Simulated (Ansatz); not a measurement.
BaTe: energy along a strain

BaTe, Fm-3m, a = 6.943 Å. Ansatz: PBEsol, PAW, 420 eV, Γ-centred 8×8×8 mesh on 2 atoms, Gaussian smearing 0.05 eV; no spin polarisation. Cell vectors (Å): 0.000 3.471 3.471; 3.471 0.000 3.471; 3.471 3.471 0.000. The cell is strained by x per cent times the pattern (0 0 0 0 1 0) in the order xx yy zz yz xz xy (engineering shears), with fractional coordinates held. y is the free energy over the start, V0 = 41.832 Å³/atom. Symmetry makes y even in x.

| x (%) | y (meV/atom) |
| --- | --- |
| -4.00 | ? |
| -2.00 | 0.58 |
| 0.00 | 0.00 |
| 1.00 | 0.14 |
| 2.50 | 0.90 |
| 3.00 | 1.30 |
| 3.50 | 1.77 |

Question: Fit y = c2 x² + c4 x⁴ to the other rows, get the stiffness along the pattern, and predict the missing energy.

Answer: Least squares on the rows shown. y = 0.1441 x² + 3.283×10⁻⁵ x⁴. The clamped-ion stiffness p·C·p = 2 × 1.441 eV × 160.2 / 41.832 Å³ = 11.0 GPa, which is C55 in these axes (C44 of the cubic crystal). At x = -4.00 the fit asked for gives 2.31 meV/atom. The run gave 2.31 meV/atom, the same to the digits shown.